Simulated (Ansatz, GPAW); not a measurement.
Given: the input of a run of Ansatz 0.2.0 on Mo. 

File input.yaml:

```yaml
crystal:
  lattice:
    - [-1.5838089719, 1.5838089719, 1.5838089719]
    - [1.5838089719, -1.5838089719, 1.5838089719]
    - [1.5838089719, 1.5838089719, -1.5838089719]
  atoms:
    - { symbol: Mo, position: [0.0, 0.0, 0.0] }
hamiltonian:
  xc: lda
  pseudopotentials: { kind: paw }
kpoints:
  mp_grid: { grid: [12, 12, 12] }
scf:
  occupations: { method: gaussian, width: 0.02 }
output:
  forces: true
  stress: true
  eigenvalues: true
```

Potentials or basis: Ansatz PAW.

Run with:

```sh
$ ansatz run input.yaml --threads 2 --pin off --max-ram 5632MiB --backend cpu --events-out ev --progress --plain --runs-dir out
```

Set up the same calculation for GPAW 26.7.0 (ASE script). Potentials or basis there: the program's PAW data sets (release 1.2.1) made for this functional, cutoff 600 eV.

As run (cutoffs and basis follow the program's own potentials, and thresholds, step limits or extra output files can differ):

Contents of run.py:

```python
from ase import Atoms
from ase.dft.bandgap import bandgap
from ase.io import write
from ase.units import GPa
from gpaw import GPAW, PW

atoms = Atoms(['Mo'],
              cell=[[-1.5838089719, 1.5838089719, 1.5838089719],
                    [1.5838089719, -1.5838089719, 1.5838089719],
                    [1.5838089719, 1.5838089719, -1.5838089719]],
              scaled_positions=[[0.0, 0.0, 0.0]],
              pbc=True)

calc = GPAW(mode=PW(600),
            xc='LDA',
            kpts={'size': (12, 12, 12), 'gamma': True},
            occupations={'name': 'methfessel-paxton', 'order': 0, 'width': 0.02},
            nbands=16,
            convergence={'density': 1e-05, 'energy': 1e-05},
            maxiter=150,
            txt='gpaw.txt')
atoms.calc = calc
energy = atoms.get_potential_energy()
forces = atoms.get_forces()
stress = atoms.get_stress()
calc.write('gs.gpw')
write('result.traj', atoms)
print(f'Energy: {energy:.6f} eV')
print('Forces (eV/A):')
print(forces.round(4))
print('Stress (GPa):', (stress / GPa).round(3))
print('Fermi level:', round(calc.get_fermi_level(), 4), 'eV')
print(f'Gap: {bandgap(calc)[0]:.4f} eV, direct: {bandgap(calc, direct=True)[0]:.4f} eV')
```

Potentials or basis: the program's PAW data sets (release 1.2.1) made for this functional, pw.

The run is started by

```sh
$ OMP_NUM_THREADS=1 python run.py
```

Both were run:

|  | Ansatz | GPAW |
| --- | --- | --- |
| Pressure | -14.3 GPa | -15.1 GPa |

Ansatz's pressure holds a Pulay term of +0.01 GPa for its cutoff of 420 eV, which the other run lacks.

Ansatz's potentials were made for PBE.

Where Ansatz's input types no cutoff or centring, it takes its own default and a Γ-centred mesh.

The two programs' LDA may be different fits to the electron gas.

The cell lies far from this level's equilibrium.

Pressure is positive in compression.
